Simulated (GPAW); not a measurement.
# Pt: relaxation of cell and atoms with PBEsol

The system is Pt.

```
Pt
1.0
     0.00000    1.96090    1.96090
     1.96090    0.00000    1.96090
     1.96090    1.96090    0.00000
Pt
1
Direct
  0.00000 0.00000 0.00000
```

* Program: GPAW 26.7.0
* Task: relaxation of cell and atoms
* Functional: PBEsol
* Potentials or basis: PAW data sets generated in the run's folder for this functional
* Cutoff: 600 eV
* Basis: pw
* k mesh: 12 × 12 × 12
* Occupations: fermi-dirac, width 0.05 eV
* Spin: no spin polarisation
* Maxiter: 150
* Optimizer: BFGS
* Fmax: 0.02 eV/Å
* Max steps: 60
* Convergence: density=1e-05 forces=0.0001

| Property | Result |
| --- | --- |
| Relaxed volume | 15.02 Å³/atom |
| Relaxed cell | a = 2.770 Å, b = 2.770 Å, c = 2.770 Å, α = 60.00°, β = 60.00°, γ = 60.00° |
| Space group after relaxing (to 0.05 Å) | Fm-3m (No. 225) |
| Energy gained by relaxing | 0.2 meV/atom |
| Ionic steps | 2 |
| Pressure after relaxing | 0.1 GPa |
| Band gap on the k mesh | none (metal or under the smearing width) |

Step by step:
| step | energy change (eV) | largest force (eV/Å) | pressure (GPa) | volume (Å³) |
| --- | --- | --- | --- | --- |
| 1 | 0.0000 | 0.0000 | -0.92 | 15.08 |
| 2 | -0.0002 | 0.0000 | 0.12 | 15.02 |

Final structure:
```xyz
1
Lattice="0.0000 1.9585 1.9585 1.9585 0.0000 1.9585 1.9585 1.9585 0.0000" Properties=species:S:1:pos:R:3 pbc="T T T"
Pt    0.0000    0.0000    0.0000
```

Levels at points of the mesh, in eV from the Fermi level:
| k point | band 4 | band 5 | band 6 | band 7 | band 8 | band 9 | band 10 | band 11 | band 12 | band 13 |
| --- | --- | --- | --- | --- | --- | --- | --- | --- | --- | --- |
| (0.00, 0.00, 0.00) | -10.24 | -3.81 | -3.81 | -3.81 | -1.64 | -1.64 | 15.03 | 20.10 | 20.10 | 20.10 |
| (0.50, 0.50, 0.00) | -7.10 | -6.63 | 0.00 | 0.48 | 0.48 | 1.75 | 8.99 | 11.51 | 11.51 | 20.07 |
| (0.50, 0.50, 0.50) | -7.33 | -3.88 | -3.88 | -0.53 | 0.03 | 0.03 | 5.91 | 14.49 | 19.47 | 19.47 |

Run time: 23 s on 1 thread of Arm Neoverse V1, on a shared host, peak memory 0.15 GiB.

Caveat: later steps reuse the first step's grids. The run has no spin-orbit coupling, so splittings on Pt are missing.
